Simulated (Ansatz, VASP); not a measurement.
**Two plane-wave programs on Au**

POSCAR

```
Au
1.0
    2.9434983866      0.0000000000      0.0000000000
   -1.4717491933      2.5491443788      0.0000000000
    0.0000000000      0.0000000000      5.0264000000
Au
2
Direct
    0.3333333333      0.6666666667      0.7500000000
    0.6666666667      0.3333333333      0.2500000000
```

The input INCAR.step1:

```
SYSTEM = Au
ALGO     = Normal         ! electronic algorithm
EDIFF    = 1E-4           ! SCF threshold, eV
ENCUT    = 520            ! plane-wave cutoff, eV
GGA      = PE             ! functional
ISMEAR   = 0              ! smearing method
LASPH    = .True.         ! aspherical terms in the spheres
LCHARG   = .False.        ! write CHGCAR
LREAL    = .False.        ! projectors in reciprocal space
LWAVE    = .True.         ! write WAVECAR
NBANDS   = 18             ! bands
NELM     = 60             ! most SCF steps
PREC     = Accurate       ! precision mode
SIGMA    = 0.15           ! smearing width, eV
```

The input INCAR.step2:

```
SYSTEM = Au
ALGO     = Normal         ! electronic algorithm
EDIFF    = 1E-6           ! SCF threshold, eV
ENCUT    = 520            ! plane-wave cutoff, eV
ISIF     = 2              ! what is computed and relaxed
ISMEAR   = 0              ! smearing method
ISTART   = 1            
LASPH    = .True.         ! aspherical terms in the spheres
LCHARG   = .True.         ! write CHGCAR
LELF     = .True.         ! ELF
LMIXTAU  = .True.       
LREAL    = .False.        ! projectors in reciprocal space
LVHAR    = .True.       
LWAVE    = .False.        ! write WAVECAR
METAGGA  = R2SCAN         ! meta-GGA
NBANDS   = 18             ! bands
NELM     = 60             ! most SCF steps
PREC     = Accurate       ! precision mode
SIGMA    = 0.15           ! smearing width, eV
```

File KPOINTS:

```
k-points
0
Gamma
  18 18 10
  0 0 0
```

Input for Ansatz:

```yaml
crystal:
  lattice:
    - [2.9434983866, 0.0, 0.0]
    - [-1.4717491933, 2.5491443788, 0.0]
    - [0.0, 0.0, 5.0264]
  atoms:
    - { symbol: Au, position: [0.3333333333, 0.6666666667, 0.75] }
    - { symbol: Au, position: [0.6666666667, 0.3333333333, 0.25] }
basis:
  ecutwfc: 500
kpoints:
  mp_grid: { grid: [18, 18, 10] }
hamiltonian:
  xc: r2scan
scf:
  occupations: { method: gaussian, width: 0.15 }
output:
  forces: true
  stress: true
  eigenvalues: true
```

Change from the starting cell: strain +0.015 along x and y, +0.030 along z, atoms carried along.

Alike in both runs: task single point; functional r2SCAN; k mesh 18 × 18 × 10; occupations gaussian, width 0.15 eV; no spin polarisation.

|  | VASP | Ansatz |
| --- | --- | --- |
| version | VASP 6.6.1 | Ansatz 0.2.0 |
| potentials or method | VASP PAW PBE potentials, release 64 (Au) | scalar-relativistic, plane waves, PAW |
| plane-wave cutoff (eV) | 520 | 500 |
| valence electrons in the cell | 22 | 38 |

```tsv
	VASP	Ansatz	Ansatz less VASP
gap on the k mesh at the Fermi level (eV)	none	none	-
pressure (GPa)	-8.4	-8.5	-0.14
largest component of the traceless stress (GPa)	0.12	0.15	+0.033
```

A gap of «none» marks a metal or a gap that the smearing closes. The functional is the same, so the differences come from potentials, cutoffs and numerics. The two sets of potentials don't hold the same shells in valence.

Caveats: the PAW data sets were made with another functional, which shifts forces and pressure a little (VASP). Spin-orbit coupling is left out, which matters for the levels of Au.
